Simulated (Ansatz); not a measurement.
# MgF2, one cell by several methods

```
Mg F
1.0
     4.71194    0.00000    0.00000
     0.00000    4.71194    0.00000
     0.00000    0.00000    3.07505
Mg F
2 4
Direct
  0.00000 0.00000 0.00000
  0.50000 0.50000 0.50000
  0.30280 0.30280 0.00000
  0.19720 0.80280 0.50000
  0.69720 0.69720 0.00000
  0.80280 0.19720 0.50000
```

Atom numbers follow the list: Mg1, Mg2, F3, F4, F5, F6.

The cell comes from COD entry 9007534, which wasn't checked; take it as a given geometry. The listed cell was then made from it by scaling, straining or moving an atom.

Levels of theory: DFT, LDA, PAW with Ansatz's default frozen-core files, scalar-relativistic (Ansatz 0.2.0); DFT, LDA, all-electron PAW with datasets made for the crystal, scalar-relativistic (Ansatz 0.2.0); DFT, LDA, all-electron LAPW, scalar-relativistic (Ansatz 0.2.0).

For PAW: a Γ-centred 5×5×7 k mesh, Fermi–Dirac smearing of 0.02 eV, cutoff 420 eV, no spin polarisation; the PAW files were made with PBE, and the program remakes their frozen cores for this functional. The crystal-made all-electron datasets (AE datasets) take a cutoff of 380 eV at this cell. LAPW targets a basis error of 1 meV/atom. The Ansatz runs share mesh, smearing and spin set-up. Plane-wave (PAW) pressures include the program's estimate of the Pulay term.

Stress and pressure are positive in compression.

The change that made this cell: volume scaled by 1.06.

```
                             quantity    PAW  AE datasets   LAPW
                       pressure (GPa)  -8.26        -8.13  -8.13
                      stress xx (GPa)  -8.35        -8.24  -8.24
                      stress zz (GPa)  -8.06        -7.92  -7.92
                force on F3, x (eV/Å)  0.090        0.089  0.089
                        band gap (eV)  6.497        6.482  6.482
field gradient Vzz at Mg1 (10²¹ V/m²)   0.50         0.52      –
 field gradient Vzz at F3 (10²¹ V/m²)  -5.28        -5.22      –
```

PAW's pressure differs from the LAPW value by -0.13 GPa.
